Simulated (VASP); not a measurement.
# TlBr (Pm-3m) in VASP: a series of runs

One crystal, TlBr, is run at these levels: PBE+D3(BJ); tasks: single point, relaxation of cell and atoms.

Program: VASP 6.6.1. These are calculated values, not measurements. Logs are shortened: lines on timing, memory, paths and dates and some standing lists are left out, and cuts for length are marked.

## Step 1: The structure

Symmetry: Pm-3m, No. 221, cubic system. The conventional cell has a = 3.979 Å, b = 3.979 Å, c = 3.979 Å, α = 90.00°, β = 90.00°, γ = 90.00°. Around Tl (site symmetry m-3m) lie 8 Br at 3.45 Å. Br (site symmetry m-3m) has 8 Tl at 3.45 Å as nearest neighbours.

## Step 2: Single point, PBE+D3(BJ)

The input, INCAR:

```
SYSTEM = TlBr
PREC = Accurate
ENCUT = 520
EDIFF = 1E-6
ISMEAR = 0
SIGMA = 0.02
LREAL = .FALSE.
LASPH = .TRUE.
NELM = 100
ALGO = Fast
ISIF = 2
LWAVE = .FALSE.
LCHARG = .FALSE.
GGA = PE
IVDW = 12
NBANDS = 17
```

The input, KPOINTS:

```
Automatic mesh
0
G
  8 8 8
  0 0 0
```

The input, POSCAR:

```
TlBr
1.0
    3.9791789100      0.0000000000      0.0000000000
    0.0000000000      3.9791789100      0.0000000000
    0.0000000000      0.0000000000      3.9791789100
Tl Br
1 1
Direct
    0.0000000000      0.0000000000      0.0000000000
    0.5000000000      0.5000000000      0.5000000000
```

Potentials or basis: VASP PAW PBE potentials, release 64 (Tl_d, Br).

The run is started by

```console
> cat potpaw_PBE.64/Tl_d/POTCAR potpaw_PBE.64/Br/POTCAR > POTCAR
> mpirun -np 1 vasp_std > vasp.out
```

OUTCAR:

```text
SYSTEM = TlBr
   PREC = Accurate
   ENCUT = 520
   EDIFF = 1E-6
   ISMEAR = 0
   LREAL = .FALSE.
   LASPH = .TRUE.
   NELM = 100
   ISIF = 2
   GGA = PE
   IVDW = 12
 IVDW          = 12

 ion  position               nearest neighbor table
   1  0.000  0.000  0.000-   2 3.45   2 3.45   2 3.45   2 3.45   2 3.45   2 3.45   2 3.45   2 3.45

   2  0.500  0.500  0.500-   1 3.45   1 3.45   1 3.45   1 3.45   1 3.45   1 3.45   1 3.45   1 3.45

  LATTYP: Found a simple cubic cell.
 ALAT       =     3.9791789100

  Lattice vectors:

 A1 = (   3.9791789100,   0.0000000000,   0.0000000000)
 A2 = (   0.0000000000,   3.9791789100,   0.0000000000)
 A3 = (   0.0000000000,   0.0000000000,   3.9791789100)

Analysis of symmetry for initial positions (statically):
=====================================================================
 Subroutine PRICEL returns:
 Original cell was already a primitive cell.

 Routine SETGRP: Setting up the symmetry group for a
 simple cubic supercell.

 Subroutine GETGRP returns: Found 48 space group operations
 (whereof 48 operations were pure point group operations)
 out of a pool of 48 trial point group operations.

The static configuration has the point symmetry O_h .

Analysis of symmetry for dynamics (positions and initial velocities):
=====================================================================
 Subroutine PRICEL returns:
 Original cell was already a primitive cell.

 Routine SETGRP: Setting up the symmetry group for a
 simple cubic supercell.

 Subroutine GETGRP returns: Found 48 space group operations
 (whereof 48 operations were pure point group operations)
 out of a pool of 48 trial point group operations.

The dynamic configuration has the point symmetry O_h .

 Subroutine INISYM returns: Found 48 space group operations
 (whereof 48 operations are pure point group operations),
 and found     1 'primitive' translations

----------------------------------------------------------------------------------------

                                     Primitive cell

  volume of cell :      63.0058

  direct lattice vectors                    reciprocal lattice vectors
     3.979178910  0.000000000  0.000000000     0.251308127  0.000000000  0.000000000
     0.000000000  3.979178910  0.000000000     0.000000000  0.251308127  0.000000000
     0.000000000  0.000000000  3.979178910     0.000000000  0.000000000  0.251308127

  length of vectors
     3.979178910  3.979178910  3.979178910     0.251308127  0.251308127  0.251308127

  position of ions in fractional coordinates (direct lattice)
     0.000000000  0.000000000  0.000000000
     0.500000000  0.500000000  0.500000000

  ion indices of the primitive-cell ions
   primitive index   ion index
                 1           1
                 2           2

----------------------------------------------------------------------------------------

 KPOINTS: Automatic mesh

Automatic generation of k-mesh.
 Grid dimensions read from file:
 generate k-points for:    8    8    8

 Generating k-lattice:

  Cartesian coordinates                     Fractional coordinates (reciprocal lattice)
     0.031413516  0.000000000  0.000000000     0.125000000  0.000000000  0.000000000
     0.000000000  0.031413516  0.000000000     0.000000000  0.125000000  0.000000000
     0.000000000  0.000000000  0.031413516     0.000000000  0.000000000  0.125000000

  Length of vectors
     0.031413516  0.031413516  0.031413516

  Shift w.r.t. Gamma in fractional coordinates (k-lattice)
     0.000000000  0.000000000  0.000000000

 Subroutine IBZKPT returns following result:
 ===========================================

 Found     35 irreducible k-points:

 Following reciprocal coordinates:
            Coordinates               Weight
  0.000000  0.000000  0.000000      1.000000
  0.125000  0.000000  0.000000      6.000000
  0.250000  0.000000  0.000000      6.000000
  0.375000  0.000000  0.000000      6.000000
  0.500000  0.000000  0.000000      3.000000
  0.125000  0.125000  0.000000     12.000000
[... 16 lines left out ...]
  0.375000  0.375000  0.125000     24.000000
  0.500000  0.375000  0.125000     24.000000
 [... further k-points ...]
   k-points           NKPTS =     35   k-points in BZ     NKDIM =     35   number of bands    NBANDS=     17
   number of dos      NEDOS =    301   number of ions     NIONS =      2
   total plane-waves  NPLWV =  27000
   dimension x,y,z NGX =    30 NGY =   30 NGZ =   30
   dimension x,y,z NGXF=    60 NGYF=   60 NGZF=   60
   ions per type =               1   1
   NGX,Y,Z   is equivalent  to a cutoff of  12.53, 12.53, 12.53 a.u.
   NGXF,Y,Z  is equivalent  to a cutoff of  25.07, 25.07, 25.07 a.u.
 SYSTEM =  TlBr
   PREC   = accura    normal or accurate (medium, high low for compatibility)
   ISTART =      0    job   : 0-new  1-cont  2-samecut
   ICHARG =      2    charge: 1-file 2-atom 10-const
   ISPIN  =      1    spin polarized calculation?
   LNONCOLLINEAR =      F non collinear calculations
   LSORBIT =      F    spin-orbit coupling
   LASPH  =      T    aspherical Exc in radial PAW
   ENCUT  =  520.0 eV  38.22 Ry    6.18 a.u.   7.40  7.40  7.40*2*pi/ulx,y,z
   NELM   =    100;   NELMIN=  2; NELMDL= -5     # of ELM steps
   EDIFF  = 0.1E-05   stopping-criterion for ELM
   LREAL  =      F    real-space projection
   EDIFFG = 0.1E-04   stopping-criterion for IOM
   NSW    =      0    number of steps for IOM
   IBRION =     -1    ionic relax: 0-MD 1-quasi-New 2-CG
   NFREE  =      0    steps in history (QN), initial steepest desc. (CG)
   ISIF   =      2    stress and relaxation
   ISYM   =      2    0-nonsym 1-usesym 2-fastsym
   POTIM  = 0.5000    time-step for ionic-motion
   TEBEG  =    0.0;   TEEND  =   0.0 temperature during run
   PSTRESS=    0.0 pullay stress
   NELECT =      20.0000    total number of electrons
   NUPDOWN=      -1.0000    fix difference up-down
   EMIN   =  10.00;   EMAX   =-10.00  energy-range for DOS
   EFERMI =   0.00;   METHOD = LEGACY
   ISMEAR =     0;   SIGMA  =   0.02  broadening in eV -4-tet -1-fermi 0-gaus
   EFERMI_NEDOS =   21; number of points for ismear=-14 and -15
   IALGO  =     68    algorithm
   IMIX   =      4    mixing-type and parameters
     AMIX     =   0.40;   BMIX     =  1.00
     AMIX_MAG =   1.60;   BMIX_MAG =  1.00
  volume/ion in A,a.u.               =      31.50       212.59
  Fermi-wavevector in a.u.,A,eV,Ry     =   1.116755  2.110362 16.968403  1.247142
  Thomas-Fermi vector in A             =   2.253372
   LORBIT       =      0    0 simple, 1 ext, 2 COOP (PROOUT), +10 PAW based schemes
   GGA     = PE    functional components
   LHFCALC =     F    Hartree Fock is set to
   AEXX    =    0.0000 exact exchange contribution
   IVDW    =    12    specifies the selected vdW correction
   LEPSILON=     F    determine dielectric tensor
   LRPA    =     F    only Hartree local field effects (RPA)
 non-spin polarized calculation
 RMM-DIIS sequential band-by-band and
 Gauss-broadening in eV      SIGMA  =   0.02
  energy-cutoff  :      520.00
  volume of cell :       63.01
 maximum number of plane-waves:      1743
 NGX is ok and might be reduce to    30
   NGX = 15   NGY = 15   NGZ = 15

 number of electron      20.0000005 magnetization

 Free energy of the ion-electron system (eV)
  ---------------------------------------------------
  ext. energy  EPLUGINS =         0.00000000
  ---------------------------------------------------
  free energy    TOTEN  =        -5.53235508 eV

  energy without entropy =       -5.53235508  energy(sigma->0) =       -5.53235508

 E-fermi :   2.4837     XC(G=0):  -8.9724

 val. band max:        2.3887332115   @ k =   0.5000   0.0000   0.0000
 cond. band min:       4.2488002165   @ k =   0.5000   0.0000   0.0000
 fundamental gap:      1.8600670051
 Fermi energy:         2.4837439107

 k-point     1 :       0.0000    0.0000    0.0000
  band No.  band energies     occupation
      1     -11.3495      2.00000
      2      -7.7171      2.00000
      3      -7.7171      2.00000
      4      -7.5401      2.00000
      5      -7.5401      2.00000
      6      -7.5401      2.00000
[... 9 lines left out ...]
     16      13.5526      0.00000
     17      15.8317      0.00000

 k-point     2 :       0.1250    0.0000    0.0000
  band No.  band energies     occupation
      1     -11.3166      2.00000
      2      -7.7155      2.00000
      3      -7.6976      2.00000
      4      -7.5491      2.00000
      5      -7.5491      2.00000
      6      -7.5393      2.00000
[... 9 lines left out ...]
     16      14.4363      0.00000
     17      15.6401      0.00000

 k-point     3 :       0.2500    0.0000    0.0000
  band No.  band energies     occupation
      1     -11.2348      2.00000
      2      -7.7119      2.00000
      3      -7.6517      2.00000
      4      -7.5705      2.00000
      5      -7.5705      2.00000
      6      -7.5374      2.00000
[... 9 lines left out ...]
     16      14.4704      0.00000
     17      15.6225      0.00000

 k-point     4 :       0.3750    0.0000    0.0000
  band No.  band energies     occupation
      1     -11.1491      2.00000
      2      -7.7082      2.00000
      3      -7.6075      2.00000
      4      -7.5917      2.00000
      5      -7.5917      2.00000
      6      -7.5355      2.00000
[... 9 lines left out ...]
     16      13.9424      0.00000
     17      15.9489      0.00000
[... 343 lines left out ...]
      1     -11.0351      2.00000
      2      -7.6455      2.00000
      3      -7.6144      2.00000
      4      -7.5706      2.00000
      5      -7.5625      2.00000
      6      -7.5436      2.00000
[... 9 lines left out ...]
     16      13.2611      0.00000
     17      15.4929      0.00000

 k-point    23 :       0.3750    0.3750    0.1250
  band No.  band energies     occupation
      1     -11.0120      2.00000
      2      -7.6315      2.00000
      3      -7.6023      2.00000
      4      -7.5903      2.00000
      5      -7.5569      2.00000
      6      -7.5242      2.00000
[... 9 lines left out ...]
     16      13.3148      0.00000
     17      14.7167      0.00000

 k-point    24 :       0.5000    0.3750    0.1250
  band No.  band energies     occupation
      1     -10.9912      2.00000
      2      -7.6264      2.00000
      3      -7.6054      2.00000
      4      -7.5893      2.00000
      5      -7.5590      2.00000
      6      -7.5060      2.00000
[... 9 lines left out ...]
     16      13.2962      0.00000
     17      15.0214      0.00000

 [... further k-points ...]

------------------------ aborting loop because EDIFF is reached ----------------------------------------

 Edisp (eV)   -0.54827

 E8    (eV) :    -0.2576

  FORCE on cell =-STRESS in cart. coord.  units (eV):
  Direction    XX          YY          ZZ          XY          YZ          ZX
  --------------------------------------------------------------------------------------
  -------------------------------------------------------------------------------------
  Total      -0.01035    -0.01035    -0.01035    -0.00000     0.00000    -0.00000
  in kB      -0.26328    -0.26328    -0.26328    -0.00000     0.00000    -0.00000
  external pressure =       -0.26 kB  Pullay stress =        0.00 kB

 VOLUME and BASIS-vectors are now :
 -----------------------------------------------------------------------------
  energy-cutoff  :      520.00
  volume of cell :       63.01
      direct lattice vectors                 reciprocal lattice vectors
     3.979178910  0.000000000  0.000000000     0.251308127  0.000000000  0.000000000
     0.000000000  3.979178910  0.000000000     0.000000000  0.251308127  0.000000000
     0.000000000  0.000000000  3.979178910     0.000000000  0.000000000  0.251308127

 POSITION                                       TOTAL-FORCE (eV/Angst)
 -----------------------------------------------------------------------------------
      0.00000      0.00000      0.00000         0.000000      0.000000      0.000000
      1.98959      1.98959      1.98959         0.000000      0.000000      0.000000
 -----------------------------------------------------------------------------------
    total drift:                                0.000000     -0.000000     -0.000000

  FREE ENERGIE OF THE ION-ELECTRON SYSTEM (eV)
  ---------------------------------------------------
  free  energy   TOTEN  =        -6.0806202070 eV

  energy  without entropy=       -6.0806202070  energy(sigma->0) =       -6.08062021
```

It took 13 s on 1 thread of Intel Xeon 6975P-C (Granite Rapids), shared host; peak memory 0.19 GiB.

Results:

```
Free energy                : -6.0806 eV
Pressure                   : 0.0 GPa
Band gap on the k mesh     : 1.86 eV, direct
Dispersion energy per atom : -0.274 eV
```

Caveat: spin-orbit coupling is left out, which as a rule narrows the gap of such compounds by several tenths of an eV.

(Continued in part 2 of 2.)
